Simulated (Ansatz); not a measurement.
# Stress against strain in Ru

```xyz
2
Lattice="2.7058 0.0000 0.0000 -1.3529 2.3433 0.0000 0.0000 0.0000 4.2819" Properties=species:S:1:pos:R:3 pbc="T T T"
Ru    0.0000    1.5622    1.0705
Ru    1.3529    0.7811    3.2114
```

Atom numbers follow the list: Ru1, Ru2.

The cell is COD entry 9017842, as deposited and not checked against the literature; nothing was relaxed.

Theory: DFT, PBE, all-electron LAPW, scalar-relativistic in Ansatz 0.2.0.

Settings: a Γ-centred 14×14×8 k mesh, Fermi–Dirac smearing of 0.03 eV, basis error target 0.5 meV/atom, no spin polarisation.

The strain is applied along the Cartesian axes of the cell as listed (γ is the engineering shear, twice εxy = εyz = εzx). Fractional coordinates are held (clamped ions).

σ is the change of stress from the unstrained cell, which is at 4.49 GPa; tension is positive, so slopes are stress–strain coefficients at that pressure. In a metal the k mesh adds noise.

Only quantities that a quadratic follows smoothly over the whole series are listed; rougher ones are left out.

```tsv
γ	σxy (GPa)	σyz (GPa)
-0.0300	-6.20	-5.99
-0.0100	-2.02	-1.99
0.0000	0.00	0.00
0.0100	1.98	1.95
0.0200	3.93	3.84
0.0300	5.89	5.68
```

Q: Fit the series and read off the stiffness at zero strain.

A: Least-squares fits y = p0 + p1 x + p2 x² to the rows give σxy (GPa): p1 = 201, p2 = -170; σyz (GPa): p1 = 195, p2 = -170.

Q: One run, at γ = -0.0200, is withheld. Predict its row.

A: The fits give -4.10, -3.97; the run gave -4.09, -4.00.
